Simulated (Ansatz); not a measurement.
## ZnCu: moving Zn off its site

ZnCu, Pm-3m, a = 2.945 Å (as given, not relaxed at this level: 2.3 GPa). The structure is a COD entry; whether it is the stable form wasn't checked. Ansatz: PBE, PAW, 420 eV, Γ-centred 16×16×16 mesh on 2 atoms, Gaussian smearing 0.15 eV; no spin polarisation.

```yaml
crystal:
  lattice:
    - [2.94500, 0.00000, 0.00000]
    - [0.00000, 2.94500, 0.00000]
    - [0.00000, 0.00000, 2.94500]
  atoms:
    - { symbol: Zn, position: [0.50000, 0.50000, 0.50000] }
    - { symbol: Cu, position: [0.00000, 0.00000, 0.00000] }
```

Atom 1 (Zn) moves by x along the unit vector (-0.577, -0.577, -0.577), with its periodic images; all else is held. y is the free energy of the cell over the start, F the force along the path summed over the moved atoms. Symmetry makes y even in x.

| x (Å) | y (meV) | F (eV/Å) |
| --- | --- | --- |
| -0.1000 | ? | ? |
| -0.0500 | 6.03 | 0.24 |
| 0.0000 | 0.00 | 0.00 |
| 0.0125 | 0.38 | -0.06 |
| 0.0250 | 1.50 | -0.12 |
| 0.0375 | 3.39 | -0.18 |
| 0.0625 | 9.44 | -0.30 |
| 0.0750 | 13.62 | -0.37 |
| 0.0875 | 18.59 | -0.43 |

Q: Fit y = c2 x² + c4 x⁴ to the energies of the other rows, give the force constant, and predict energy and force of the missing row.

A: Least squares on the rows shown. y = 2404.3 x² + 3085.8 x⁴. The force constant is 2 c2 = 4.81 eV/Å², for the cell as given, at 2.3 GPa (for all images moving together, not for a lone atom). With two atoms in a cubic cell this is the optical mode at Γ (in a metal it hangs on mesh and smearing): ω = 521.5 √(2 c2/μ) = 201 cm⁻¹ for μ = 32.22 u. The force −dy/dx at the missing row is 0.49 eV/Å (computed 0.49). At x = -0.1000 the fit asked for gives 24.35 meV. The run gave 24.36 meV, so the fit is 0.01 meV too low, a small miss on the scale of the series.